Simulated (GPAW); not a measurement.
Sn, 4 atoms in the cell. It takes space group I4_1/amd (No. 141, tetragonal). The conventional cell has a = 5.880 Å, b = 5.880 Å, c = 3.199 Å, α = 90.00°, β = 90.00°, γ = 90.00°. Sn (site symmetry -4m2) is surrounded by 6 Sn at 3.05 to 3.20 Å. 

| Item | Value |
| --- | --- |
| Program | GPAW 26.7.0 |
| Task | relaxation of cell and atoms |
| Functional | RPBE |
| Dispersion | D3(BJ) |
| Potentials or basis | the program's PAW data sets (release 1.2.1) made for this functional |
| Cutoff | 600 eV |
| Basis | pw |
| k mesh | 3 × 3 × 6 |
| Occupations | fermi-dirac, width 0.05 eV |
| Spin | no spin polarisation |
| Maxiter | 150 |
| Optimizer | BFGS |
| Fmax | 0.02 eV/Å |
| Max steps | 40 |

Potentials or basis: the program's PAW data sets (release 1.2.1) made for this functional, pw.

Command:

```console
$ OMP_NUM_THREADS=1 python run.py
```

Hardware: 1 thread of Arm Neoverse V2, with other jobs on the host.

Q: Estimate the wall time of this run.

A: Run time: 2.7 min on 1 thread of Arm Neoverse V2 (shared host), peak memory 0.25 GiB. Counts: scf iterations 73, plane waves 3713, bands 43, k points 12, ion steps 9.
